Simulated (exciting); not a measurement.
# Pt (Fm-3m) in exciting: further runs, part 2 of 3

exciting (release sodium). The steps go on from the part before.

## Step 4: Band structure, LDA

input.xml reads:

```xml
<input>
  <title>Pt</title>
  <structure speciespath="./" tshift="false">
    <crystal scale="1">
      <basevect>0.000000000000 3.705563957779 3.705563957779</basevect>
      <basevect>3.705563957779 0.000000000000 3.705563957779</basevect>
      <basevect>3.705563957779 3.705563957779 0.000000000000</basevect>
    </crystal>
    <species speciesfile="Pt.xml" rmt="2.3">
      <atom coord="0.000000000000 0.000000000000 0.000000000000"/>
    </species>
  </structure>
  <groundstate do="fromscratch" ngridk="12 12 12" rgkmax="9" gmaxvr="14" lmaxapw="10" lmaxmat="10" lmaxvr="8" xctype="LDA_PW" stype="Fermi Dirac" swidth="0.00183747" nempty="12" ValenceRelativity="iora*" epsengy="1e-05" epspot="1e-05" maxscl="60" outputlevel="high"/>
  <properties>
    <bandstructure>
      <plot1d>
        <path steps="80">
          <point coord="0 0 0" label="G"/>
          <point coord="0.5 0 0.5" label="X"/>
          <point coord="0.5 0.25 0.75" label="W"/>
          <point coord="0.375 0.375 0.75" label="K"/>
          <point coord="0 0 0" label="G"/>
          <point coord="0.5 0.5 0.5" label="L"/>
          <point coord="0.625 0.25 0.625" label="U"/>
          <point coord="0.5 0.25 0.75" label="W"/>
          <point coord="0.5 0.5 0.5" label="L"/>
          <point coord="0.375 0.375 0.75" label="K" breakafter="true"/>
          <point coord="0.625 0.25 0.625" label="U"/>
          <point coord="0.5 0 0.5" label="X"/>
        </path>
      </plot1d>
    </bandstructure>
    <dos nwdos="300" winddos="-0.6 0.5" inttype="tetra" ngrdos="100" nsmdos="2"/>
  </properties>
</input>
```

Potentials or basis: all-electron LAPW+lo, shipped species files, valence relativity iora*.

On the command line:

```sh
> OMP_NUM_THREADS=1 exciting_smp
```

INFO.OUT:

```text
================================================================================
EXCITING SODIUM started
[... 10 lines left out ...]

 Lattice vectors (cartesian) :
      0.0000000000      3.7055639578      3.7055639578
      3.7055639578      0.0000000000      3.7055639578
      3.7055639578      3.7055639578      0.0000000000

 Reciprocal lattice vectors (cartesian) :
     -0.8478041910      0.8478041910      0.8478041910
      0.8478041910     -0.8478041910      0.8478041910
      0.8478041910      0.8478041910     -0.8478041910

 Unit cell volume                           :     101.7637110958
 Brillouin zone volume                      :       2.4375114741

 Species :    1 (Pt)
     parameters loaded from                 :    Pt.xml
     name                                   :    platinum
     nuclear charge                         :     -78.00000000
     electronic charge                      :      78.00000000
     atomic mass                            :  355605.43990000
     muffin-tin radius                      :       2.30000000
     # of radial points in muffin-tin       :     450

     atomic positions (lattice) :
[... 7 lines left out ...]
 Number of crystal symmetries               :      48

 k-point grid                               :      12   12   12
 Total number of k-points                   :      72
 k-point set is reduced with crystal symmetries

 R^MT_min * |G+k|_max (rgkmax)              :       9.00000000
 Species with R^MT_min                      :       1 (Pt)
 Maximum |G+k| for APW functions            :       3.91304348
 Maximum |G| for potential and density      :      14.00000000
 Polynomial order for pseudochg. density    :       9

 G-vector grid sizes                        :      24    24    24
 Total number of G-vectors                  :    4693

 Maximum angular momentum used for
     APW functions                          :      10
     computing H and O matrix elements      :      10
     potential and density                  :       8
     inner part of muffin-tin               :       2

 Total nuclear charge                       :     -78.00000000
 Total electronic charge                    :      78.00000000
 Total core charge                          :      48.00000000
 Total valence charge                       :      30.00000000

 Effective Wigner radius, r_s               :       0.67785464

 Number of empty states                     :      12
 Total number of valence states             :      28

 Maximum Hamiltonian size                   :     139
 Maximum number of plane-waves              :     113
 Total number of local-orbitals             :      26

 Exchange-correlation type                  :       3
     Perdew-Wang, Phys. Rev. B 45, 13244 (1992)

 Smearing scheme                            :    Fermi-Dirac
[... 9 lines left out ...]
* Groundstate module started                                                   *
********************************************************************************
 Output level for this task is set to high

++++++++++++++++++++++++++++++++++++++++++++++++++++++++++++++++++++++++++++++++
[... 5 lines left out ...]
+ SCF iteration number :    1                                                  +
++++++++++++++++++++++++++++++++++++++++++++++++++++++++++++++++++++++++++++++++
 Total energy                               :    -18416.30810164
 _______________________________________________________________
 Fermi energy                               :         0.53557164
 Kinetic energy                             :     21105.00729103
 Coulomb energy                             :    -39174.69699179
 Exchange energy                            :      -338.46642994
 Correlation energy                         :        -8.15197094
 Sum of eigenvalues                         :    -11308.74527786
 Effective potential energy                 :    -32413.75256889
 Coulomb potential energy                   :    -31953.59858194
 xc potential energy                        :      -460.15398695
 Hartree energy                             :      5713.56990920
 Electron-nuclear energy                    :    -43380.73840033
 Nuclear-nuclear energy                     :     -1507.52850066
 Madelung energy                            :    -23197.89770082
 Core-electron kinetic energy               :         0.00000000

 DOS at Fermi energy (states/Ha/cell)       :        50.35142935

 Electron charges :
     core                                   :        48.00000000
     core leakage                           :         0.00223324
     valence                                :        30.00000000
     interstitial                           :         2.43300810
     charge in muffin-tin spheres :
                  atom     1    Pt          :        75.56699190
     total charge in muffin-tins            :        75.56699190
     total charge                           :        78.00000000
[... 618 lines left out ...]
 Fermi energy                               :         0.47731242
 Kinetic energy                             :     21091.69485726
 Coulomb energy                             :    -39181.18176251
 Exchange energy                            :      -338.79338900
 Correlation energy                         :        -8.16024376
 Sum of eigenvalues                         :    -11316.64384242
 Effective potential energy                 :    -32408.33869967
 Coulomb potential energy                   :    -31947.74013393
 xc potential energy                        :      -460.59856575
 Hartree energy                             :      5725.91312793
 Electron-nuclear energy                    :    -43399.56638978
 Nuclear-nuclear energy                     :     -1507.52850066
 Madelung energy                            :    -23207.31169554
 Core-electron kinetic energy               :         0.00000000

 DOS at Fermi energy (states/Ha/cell)       :        54.43628723

 Electron charges :
     core                                   :        48.00000000
     core leakage                           :         0.00208247
     valence                                :        30.00000000
     interstitial                           :         2.23085161
     charge in muffin-tin spheres :
                  atom     1    Pt          :        75.76914839
     total charge in muffin-tins            :        75.76914839
     total charge                           :        78.00000000

 RMS change in effective potential (target) :  0.232578E-07  ( 0.100000E-04)
 Absolute change in total energy   (target) :  0.167839E-05  ( 0.100000E-04)
 Charge distance                   (target) :  0.161900E-08  ( 0.100000E-04)

++++++++++++++++++++++++++++++++++++++++++++++++++++++++++++++++++++++++++++++++
| Convergency criteria checked for the last 2 iterations                       +
| Convergence targets achieved. Performing final SCF iteration                 +
++++++++++++++++++++++++++++++++++++++++++++++++++++++++++++++++++++++++++++++++
 Total energy                               :    -18436.44053652
 _______________________________________________________________
 Fermi energy                               :         0.47731242
 Kinetic energy                             :     21091.69485809
 Coulomb energy                             :    -39181.18176189
 Exchange energy                            :      -338.79338896
 Correlation energy                         :        -8.16024376
 Sum of eigenvalues                         :    -11316.64384243
 Effective potential energy                 :    -32408.33870051
 Coulomb potential energy                   :    -31947.74013482
 xc potential energy                        :      -460.59856569
 Hartree energy                             :      5725.91312641
 Electron-nuclear energy                    :    -43399.56638764
 Nuclear-nuclear energy                     :     -1507.52850066
 Madelung energy                            :    -23207.31169448
 Core-electron kinetic energy               :         0.00000000

 DOS at Fermi energy (states/Ha/cell)       :        54.43628845

 Electron charges :
     core                                   :        48.00000000
     core leakage                           :         0.00208247
     valence                                :        30.00000000
     interstitial                           :         2.23085164
     charge in muffin-tin spheres :
                  atom     1    Pt          :        75.76914836
     total charge in muffin-tins            :        75.76914836
     total charge                           :        78.00000000

++++++++++++++++++++++++++++++++++++++++++++++++++++++++++++++++++++++++++++++++
[... 9 lines left out ...]
| EXCITING SODIUM stopped                                                      =
================================================================================
```

Wall time 45 s (1 thread of Intel Xeon Platinum 8488C (Sapphire Rapids), shared host); peak memory 0.1 GiB.

What came out:

```yaml
Free_energy: -501681.1199 eV
Band_gap_on_the_k_mesh: none (metal or under the smearing width)
All_electrons_inside_the_program's_atomic_spheres: Pt 75.77 (radii Pt 2.3 bohr)
```

Levels at the corners of the path, in eV from the Fermi level:
```csv
point,band 13,band 14,band 15,band 16,band 17,band 18
Γ,-3.84,-3.84,-1.65,-1.65,14.62,19.51
X,0.01,0.48,0.48,1.73,8.82,11.32
W,-4.60,-2.04,0.48,7.01,8.28,8.28
K,-2.90,-1.33,-0.19,5.63,6.74,10.18
Γ,-3.84,-3.84,-1.65,-1.65,14.62,19.51
L,-3.90,-0.51,0.03,0.03,5.79,14.19
U,-2.90,-1.33,-0.19,5.63,6.74,10.18
W,-4.60,-2.04,0.48,7.01,8.28,8.28
L,-3.90,-0.51,0.03,0.03,5.79,14.19
K,-2.90,-1.33,-0.19,5.63,6.74,10.18
U,-2.90,-1.33,-0.19,5.63,6.74,10.18
X,0.01,0.48,0.48,1.73,8.82,11.32
```

States per cell in windows of 1 eV (zero at the Fermi level; states under -8 eV left out):
| from (eV) | total |
| --- | --- |
| -8.0 | 0.39 |
| -7.0 | 1.21 |
| -6.0 | 1.13 |
| -5.0 | 1.46 |
| -4.0 | 1.82 |
| -3.0 | 1.30 |
| -2.0 | 1.22 |
| -1.0 | 1.43 |
| 0.0 | 0.66 |
| 1.0 | 0.27 |
| 2.0 | 0.27 |
| 3.0 | 0.25 |
| 4.0 | 0.24 |
| 5.0 | 0.29 |
| 6.0 | 0.31 |
| 7.0 | 0.34 |

Caveat: the log's total energy holds no entropy term; the free energy is that total less TS from the occupations; spin-orbit coupling is left out, which moves the levels of the heavy elements.

## Step 5: Band structure, LDA, spin-orbit coupling, no magnetisation

input.xml: that of step 4 with these lines changed.

```diff
@@ -12,3 +12,5 @@
   </structure>
-  <groundstate do="fromscratch" ngridk="12 12 12" rgkmax="9" gmaxvr="14" lmaxapw="10" lmaxmat="10" lmaxvr="8" xctype="LDA_PW" stype="Fermi Dirac" swidth="0.00183747" nempty="12" ValenceRelativity="iora*" epsengy="1e-05" epspot="1e-05" maxscl="60" outputlevel="high"/>
+  <groundstate do="fromscratch" ngridk="9 9 9" rgkmax="9" gmaxvr="14" lmaxapw="10" lmaxmat="10" lmaxvr="8" xctype="LDA_PW" stype="Fermi Dirac" swidth="0.00183747" nempty="20" ValenceRelativity="iora*" epsengy="1e-05" epspot="1e-05" maxscl="60" outputlevel="normal">
+    <spin spinorb="true"/>
+  </groundstate>
   <properties>
@@ -32,3 +34,2 @@
     </bandstructure>
-    <dos nwdos="300" winddos="-0.6 0.5" inttype="tetra" ngrdos="100" nsmdos="2"/>
   </properties>
```

Potentials or basis: all-electron LAPW+lo, shipped species files, valence relativity iora*.

On the command line:

```sh
> OMP_NUM_THREADS=1 exciting_smp
```

INFO.OUT:

```text
================================================================================
EXCITING SODIUM started
[... 10 lines left out ...]

 Lattice vectors (cartesian) :
      0.0000000000      3.7055639578      3.7055639578
      3.7055639578      0.0000000000      3.7055639578
      3.7055639578      3.7055639578      0.0000000000

 Reciprocal lattice vectors (cartesian) :
     -0.8478041910      0.8478041910      0.8478041910
      0.8478041910     -0.8478041910      0.8478041910
      0.8478041910      0.8478041910     -0.8478041910

 Unit cell volume                           :     101.7637110958
 Brillouin zone volume                      :       2.4375114741

[... 82 lines left out ...]
 Exchange energy                            :      -338.44713478
 Correlation energy                         :        -8.15152209
 No external B-field energy in total energy
[... 751 lines left out ...]
 RMS change in effective potential (target) :  0.105392E-08  ( 0.100000E-04)
 Absolute change in total energy   (target) :  0.125909E-05  ( 0.100000E-04)
 Charge distance                   (target) :  0.284667E-08  ( 0.100000E-04)

++++++++++++++++++++++++++++++++++++++++++++++++++++++++++++++++++++++++++++++++
| Convergency criteria checked for the last 2 iterations                       +
| Convergence targets achieved. Performing final SCF iteration                 +
++++++++++++++++++++++++++++++++++++++++++++++++++++++++++++++++++++++++++++++++
 Total energy                               :    -18436.48923332
 _______________________________________________________________
 Fermi energy                               :         0.47664606
 Kinetic energy                             :     21091.55071982
 Coulomb energy                             :    -39181.09099529
 Exchange energy                            :      -338.78888428
 Correlation energy                         :        -8.16007357
 No external B-field energy in total energy
[... 13 lines left out ...]
 Moments :
     interstitial                 :     0.00000000    -0.00000000    -0.00000000
     moment in muffin-tin spheres :
         atom     1    Pt         :     0.00000000    -0.00000000     0.00000000
     total moment in muffin-tins  :     0.00000000    -0.00000000     0.00000000
     total moment                 :     0.00000000    -0.00000000     0.00000000

++++++++++++++++++++++++++++++++++++++++++++++++++++++++++++++++++++++++++++++++
[... 12 lines left out ...]
| EXCITING SODIUM stopped                                                      =
================================================================================
```

stdout:

```text
Info(bandstr):
 band structure plot written to BAND.OUT

 Fermi energy is at zero in plot

 Vertex location lines written to BANDLINES.OUT
```

WARNINGS.OUT:

```text
Inversion symmetry is present. Consider using input%groundstate%solver%type = "inversionsymmetry"
```

Run time: 96 s. Hardware: 1 thread of Intel Xeon Platinum 8488C (Sapphire Rapids), shared host; peak memory 0.12 GiB.

Results:

| Quantity | Value |
| --- | --- |
| Band gap on the k mesh | none (metal or under the smearing width) |
| All electrons inside the program's atomic spheres | Pt 75.77 (radii Pt 2.3 bohr) |

Levels at the corners of the path, in eV from the Fermi level:
```csv
point,band 28,band 29,band 30,band 31,band 32,band 33
Γ,-3.33,-1.49,-1.49,-1.49,-1.49,14.64
X,0.11,1.05,1.05,1.73,1.73,8.85
W,-1.94,0.50,0.50,7.00,7.00,7.74
K,-1.36,-0.08,-0.08,5.62,5.62,6.81
Γ,-3.33,-1.49,-1.49,-1.49,-1.49,14.64
L,-0.46,-0.28,-0.28,0.36,0.36,5.84
U,-1.36,-0.08,-0.08,5.62,5.62,6.81
W,-1.94,0.50,0.50,7.00,7.00,7.74
L,-0.46,-0.28,-0.28,0.36,0.36,5.84
K,-1.36,-0.08,-0.08,5.62,5.62,6.81
U,-1.36,-0.08,-0.08,5.62,5.62,6.81
X,0.11,1.05,1.05,1.73,1.73,8.85
```

Caveat: total energies with spin-orbit coupling aren't reliable in this program, so none is listed and the log's shouldn't be used.

(Continued in part 3 of 3.)
